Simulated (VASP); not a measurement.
Input of a VASP 6.6.1 run:

Contents of INCAR:

```
SYSTEM = Os
ALGO = Normal
EDIFF = 1E-7
EDIFFG = -0.01
ENCUT = 600
GGA = PE
IBRION = 2
ISIF = 4
ISMEAR = 1
LASPH = .TRUE.
LCHARG = .FALSE.
LREAL = .FALSE.
LWAVE = .FALSE.
NELM = 80
NSW = 40
PREC = Accurate
SIGMA = 0.1
```

The input KPOINTS:

```
k-points
0
G
  15 15 9
  0 0 0
```

Contents of POSCAR:

```
Os                                      
1.0
    2.7341541123      0.0000000000      0.0000000000
   -1.3670770562      2.3678469192      0.0000000000
    0.0000000000      0.0000000000      4.3211383737
  Os            
     2
Direct
     0.3333333332999970    0.6666666667000030    0.2500000000000000
     0.6666666667000030    0.3333333332999970    0.7500000000000000
```

Potentials or basis: VASP PAW PBE potentials, release 64 (Os).

Launch:

```sh
$ cat potpaw_PBE.64/Os/POTCAR > POTCAR
$ mpirun -np 1 vasp_std > vasp.out
```

Question: What does it give for the energy gained by relaxing?

Answer: 0.0 meV/atom.

Question: Estimate the band gap on the k mesh.

Answer: None (metal or under the smearing width).

Final structure:
```
CELL_PARAMETERS angstrom
2.73340 0.00000 0.00000
-1.36670 2.36719 0.00000
0.00000 0.00000 4.32353
ATOMIC_POSITIONS crystal
Os 0.33333 0.66667 0.25000
Os 0.66667 0.33333 0.75000
```

Spin-orbit coupling is left out, which matters for the levels of Os.
